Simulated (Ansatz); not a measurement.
# Bands of AgCl

```
CELL_PARAMETERS angstrom
4.29818 0.00000 0.00000
-2.14909 3.72233 0.00000
0.00000 0.00000 6.94589
ATOMIC_POSITIONS crystal
Ag 0.33333 0.66667 0.99860
Ag 0.66667 0.33333 0.49860
Cl 0.33333 0.66667 0.37740
Cl 0.66667 0.33333 0.87740
```

Atoms are numbered in the order listed.

The structure comes from a relaxation in the same program, started in the wurtzite type, and has space group P6_3mc. Whether it is a known phase or the ground state wasn't checked.

The calculation used Ansatz 0.2.0, DFT, PBE, all-electron LAPW, scalar-relativistic.

Sampling and basis: a Γ-centred 11×11×6 k mesh, Fermi–Dirac smearing of 0.05 eV, basis error target 0.5 meV/atom, no spin polarisation.

Points in fractions of the reciprocal vectors of this cell: Γ (0, 0, 0), M (0.5, 0, 0), K (0.333, 0.333, 0), A (0, 0, 0.5), L (0.5, 0, 0.5), H (0.333, 0.333, 0.5). The path joins them by straight lines in the order Γ–M–K–Γ–A–L–H–A–L; legs that retrace an earlier one aren't tabulated. Energies are in eV from the top of the valence band.

Q: Metal or insulator at this level of theory?

A: An insulator or semiconductor: gap 1.31 eV, direct at Γ.

Q: Tabulate bands 32 to 37, counted from the lowest band of the run, along the path.

A: 
```
k (1/Å)  point  band 32  band 33  band 34  band 35  band 36  band 37
   0.00      Γ    -0.11     0.00     0.00     1.31     3.58     6.74
   0.12           -0.13    -0.12    -0.02     1.47     3.69     6.75
   0.24           -0.37    -0.18    -0.09     1.87     3.99     6.72
   0.36           -0.66    -0.27    -0.20     2.37     4.38     6.50
   0.48           -0.95    -0.38    -0.32     2.91     4.72     6.17
   0.60           -1.14    -0.50    -0.44     3.42     4.96     5.92
   0.72           -1.26    -0.59    -0.53     3.80     5.08     5.85
   0.84      M    -1.31    -0.63    -0.57     3.94     5.12     5.92
   0.91           -1.30    -0.66    -0.56     3.97     5.14     5.94
   0.98           -1.27    -0.72    -0.58     4.07     5.19     6.03
   1.05           -1.23    -0.80    -0.61     4.22     5.22     6.14
   1.12           -1.18    -0.88    -0.67     4.40     5.22     6.17
   1.19           -1.12    -0.93    -0.75     4.60     5.17     6.19
   1.26           -1.05    -0.96    -0.85     4.79     5.09     6.19
   1.33      K    -0.97    -0.97    -0.93     4.96     4.96     6.19
   1.47           -1.19    -0.83    -0.80     4.56     5.16     6.24
   1.61           -1.37    -0.65    -0.62     4.00     5.16     6.40
   1.75           -1.14    -0.46    -0.45     3.33     4.95     6.55
   1.89           -0.79    -0.31    -0.28     2.65     4.57     6.69
   2.03           -0.46    -0.20    -0.13     2.02     4.11     6.74
   2.17           -0.15    -0.13    -0.03     1.52     3.73     6.75
   2.31      Γ    -0.11     0.00     0.00     1.31     3.58     6.74
   2.37           -0.14    -0.01    -0.01     1.36     3.56     6.73
   2.44           -0.24    -0.03    -0.03     1.50     3.52     6.69
   2.50           -0.37    -0.06    -0.06     1.70     3.44     6.65
   2.56           -0.43    -0.10    -0.10     1.94     3.33     6.62
   2.63           -0.38    -0.15    -0.15     2.21     3.17     6.63
   2.69           -0.33    -0.21    -0.21     2.47     2.97     6.70
   2.76      A    -0.27    -0.27    -0.27     2.73     2.73     6.83
   2.88           -0.34    -0.30    -0.30     2.84     2.84     6.80
   3.00           -0.52    -0.38    -0.38     3.11     3.11     6.68
   3.12           -0.71    -0.50    -0.50     3.47     3.47     6.48
   3.24           -0.81    -0.64    -0.64     3.83     3.83     6.27
   3.36           -0.85    -0.78    -0.78     4.11     4.11     6.14
   3.48           -0.88    -0.87    -0.87     4.28     4.28     6.08
   3.60      L    -0.91    -0.88    -0.88     4.33     4.33     6.07
   3.67           -0.95    -0.86    -0.86     4.37     4.37     6.08
   3.74           -1.02    -0.84    -0.84     4.46     4.46     6.11
   3.81           -1.10    -0.84    -0.84     4.61     4.61     6.15
   3.88           -1.18    -0.84    -0.84     4.77     4.77     6.21
   3.95           -1.25    -0.84    -0.84     4.92     4.92     6.30
   4.02           -1.29    -0.85    -0.85     5.03     5.03     6.41
   4.09      H    -1.31    -0.85    -0.85     5.07     5.07     6.52
   4.23           -1.25    -0.84    -0.84     4.93     4.93     6.32
   4.37           -1.11    -0.80    -0.80     4.59     4.59     6.23
   4.51           -0.95    -0.72    -0.72     4.15     4.15     6.27
   4.65           -0.79    -0.58    -0.58     3.68     3.68     6.43
   4.79           -0.58    -0.42    -0.42     3.22     3.22     6.63
   4.92           -0.36    -0.31    -0.31     2.87     2.87     6.78
   5.06      A    -0.27    -0.27    -0.27     2.73     2.73     6.83
```

Kohn–Sham gaps of semilocal functionals usually fall short of measured ones.
